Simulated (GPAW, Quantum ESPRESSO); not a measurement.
## Equation of state of W under PBE+D3(BJ)

The structure is cubic, space group Im-3m (No. 229). The conventional cell has a = 3.165 Å, b = 3.165 Å, c = 3.165 Å, α = 90.00°, β = 90.00°, γ = 90.00°. Around W (site symmetry m-3m) lie 8 W at 2.74 Å.

The cell was scaled at fixed shape and fractions and run with GPAW, GPAW PAW data sets (gpaw-data 1.2.1), cutoff 600 eV; PBE+D3(BJ), k mesh 12 × 12 × 12 on the cell of 1 atom, fermi-dirac occupations of 0.05 eV, no spin polarisation, no spin-orbit coupling. Energies are those that the program minimises, any entropy of the smearing included. For a metal such a mesh isn't converged to the digits shown.

```csv
V (Å³/atom),energy over the lowest row (meV/atom)
14.8967,50.91
15.2137,19.56
15.5306,3.03
15.8476,0.00
16.1646,?
16.4815,29.52
16.7985,59.92
```

Fit the third-order Birch-Murnaghan form, give V0, B0 and B′, and predict the energy left open.

With y = (V0/V)^(2/3), E = E0 + (9 V0 B0/16) [(y - 1)³ B′ + (y - 1)² (6 - 4y)]. Least squares through the rows shown give V0 = 15.7637 Å³/atom, E0 = -0.43 meV, B0 = 315.3 GPa (1 eV/Å³ = 160.218 GPa) and B′ = 3.80, with a largest miss of 0.01 meV. At V = 16.1646 the form with these constants gives 9.21 meV; the run gave 9.19 meV an atom. Other set-ups at this level, from all their volumes (Å³/atom, GPa): Quantum ESPRESSO, PseudoDojo 0.4.1 SR PBE standard: V0 15.860, B0 313.6. Measured volume: 15.86 Å³/atom at 297.95 K (a printed reference work), so the fit lies -0.6 % from it. The runs are for a static lattice.
